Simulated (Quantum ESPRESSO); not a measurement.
Runs of Quantum ESPRESSO 7.5 on BAs. The structure is cubic, space group F-43m (No. 216). Conventional cell: a = 4.777 Å, b = 4.777 Å, c = 4.777 Å, α = 90.00°, β = 90.00°, γ = 90.00°. As (site symmetry -43m) has 4 B at 2.07 Å as nearest neighbours. Around B (site symmetry -43m) lie 4 As at 2.07 Å. 

```tsv
task	level	potentials or basis	cell	k mesh	cutoff (eV)	SCF threshold	most ionic steps	forc conv thr	etot conv thr	ion dynamics	gap on the mesh (eV)	pressure (GPa)
relaxation of cell and atoms	PBE	SSSP 1.3 efficiency PBE	relaxed to 20 GPa	10 × 10 × 10	857	4e-10 Ry	40	0.0004 Ry/bohr	1e-05 Ry	bfgs	1.07	20.0
relaxation of cell and atoms	PBE	SSSP 1.3 efficiency PBE	relaxed to 30 GPa	10 × 10 × 10	857	4e-10 Ry	40	0.0004 Ry/bohr	1e-05 Ry	bfgs	1.02	30.0
relaxation of cell and atoms	PBE	SSSP 1.3 efficiency PBE	relaxed to 0.3 kbar	10 × 10 × 10	857	4e-10 Ry	40	0.0004 Ry/bohr	1e-05 Ry	bfgs	(b)	0.0
relaxation of cell and atoms	PBE	SSSP 1.3 efficiency PBE	relaxed to 5 GPa	10 × 10 × 10	857	4e-10 Ry	40	0.0004 Ry/bohr	1e-05 Ry	bfgs	1.16	5.0
relaxation of cell and atoms	LDA	JTH 2.0 LDA	relaxed to 0.3 kbar	10 × 10 × 10	490	4e-10 Ry	40	0.0004 Ry/bohr	1e-05 Ry	bfgs	1.10	0.0
relaxation of cell and atoms	LDA	GBRV 1.5 LDA	relaxed to 0.3 kbar	10 × 10 × 10	612	4e-10 Ry	40	0.0004 Ry/bohr	1e-05 Ry	bfgs	1.10	0.0
relaxation of cell and atoms	PBE	SSSP 1.3 efficiency PBE	relaxed to 2 GPa	10 × 10 × 10	857	4e-10 Ry	40	0.0004 Ry/bohr	1e-05 Ry	bfgs	(a)	2.0
```

Alike in all rows: no spin polarisation; smearing fermi-dirac 0.05 eV.

Task: Estimate the missing entries.

Result: (a) 1.18; (b) 1.20.

Caveats: the cutoff is low for these files, which shifts pressure and relaxed volume (some runs).

A k mesh can miss the band edges, and the runs leave out spin-orbit coupling on As.

The runs don't all hold the same shells in valence.
